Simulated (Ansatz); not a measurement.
**GaAs: computed properties**

Theory: DFT PBE, scalar-relativistic, plane waves, PAW (Ansatz).

Settings: cutoff 420 eV, Γ-centred mesh 12×12×12 on the computed 2-atom cell, Gaussian smearing of 0.02 eV; no spin polarisation.

The structure is relaxed at this level of theory with its symmetry kept, and needn't be the ground state of this composition.

```cif
data_structure
_symmetry_space_group_name_H-M 'P 1'
_symmetry_Int_Tables_number 1
_cell_length_a 4.0626
_cell_length_b 4.0626
_cell_length_c 4.0626
_cell_angle_alpha 60.000
_cell_angle_beta 60.000
_cell_angle_gamma 60.000
_cell_volume 47.41
loop_
_atom_site_label
_atom_site_type_symbol
_atom_site_fract_x
_atom_site_fract_y
_atom_site_fract_z
_atom_site_occupancy
Ga1 Ga 0.00000 0.00000 0.00000 1
As1 As 0.25000 0.25000 0.25000 1
```

| Item | Value |
| --- | --- |
| Space group | F-43m (No. 216) |
| Volume per atom | 23.71 Å³ |
| Formation energy from the elements' standard states (uncorrected) | -0.352 eV/atom |
| Kohn–Sham band gap | 0.16 eV, direct at Γ |
| Orbital (Löwdin) character of the top 1 eV of the valence band | As 4p 75 %, Ga 4p 22 % |
| Orbital (Löwdin) character of the lowest 1 eV of the conduction band | Ga 4s 35 %, As 4s 22 %, Ga 4p 21 %, As 4p 21 % |
| Electron masses at the edge by direction of the standard setting (m_e; one valley, along these axes only; no spin-orbit coupling) | x: 0.016; y: 0.016; z: 0.016 |
| Hole masses at the edge by direction of the standard setting (m_e; one valley, along these axes only; no spin-orbit coupling) | x: 0.37, 0.37, 0.016; y: 0.37, 0.37, 0.016; z: 0.37, 0.37, 0.016 |
| Electronic dielectric constant xx, yy, zz (independent particles) | 16.5, 16.5, 16.5 |
| Bader charge by site (e) | Ga (1 in the cell) 0.67, As (1 in the cell) -0.67 |

It was relaxed from a cell as deposited in COD. Kohn–Sham gaps at this level usually fall short of measured ones. Löwdin shares on free-atom orbitals overweight diffuse shells in the empty bands.
